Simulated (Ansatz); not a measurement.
# Li3H2: balancing the decomposition

Theory: Ansatz 0.2.0, DFT PBE, scalar-relativistic, plane waves, PAW. All cells share a 420 eV cutoff and Γ-centred k meshes spaced about 0.3 Å⁻¹ or finer (0.25 for metals, 2π included). No spin polarisation.

Formation energies are uncorrected and refer to the elements' standard structures at the same level (H₂ as a molecule).

All energies are static (0 K, no zero-point motion). With hydrogen, zero-point motion can shift formation energies by some tens of meV/atom.

A trial structure of Li3H2 (reached from: a relaxed cell, shaken at random and relaxed again; relaxed: space group P-3m1 (No. 164), a = 2.832 Å, c = 7.306 Å) has a formation energy of -0.302 eV/atom. At its composition the lowest mixture among the elements and 1 reference phase computed alike (others may be missing) consists of these:

| phase | source | ΔE_f (eV/atom) |
| --- | --- | --- |
| Li (solid) | element | -0.004 |
| LiH (Fm-3m) | textbook type | -0.417 |

The lowest database cell of Li (-0.004) lies slightly below the reference, hence the non-zero entry.

Q: Write the balanced decomposition and find its energy per atom, per formula unit and per mole of formula units.

A: Balancing Li and H gives Li3H2 → Li + 2 LiH. The left side holds 5 atoms, and the products take 1/5 (Li) and 4/5 (LiH) of them. The mixture therefore lies at 1/5 × (-0.004) + 4/5 × (-0.417) = -0.334 eV/atom. The reaction energy is -0.334 − (-0.302) = -0.032 eV/atom. Times 5 atoms that is -0.160 eV per Li3H2, and times 96.485 it is -15 kJ per mole of Li3H2. Decomposition is downhill, so the trial structure is unstable against this mixture.
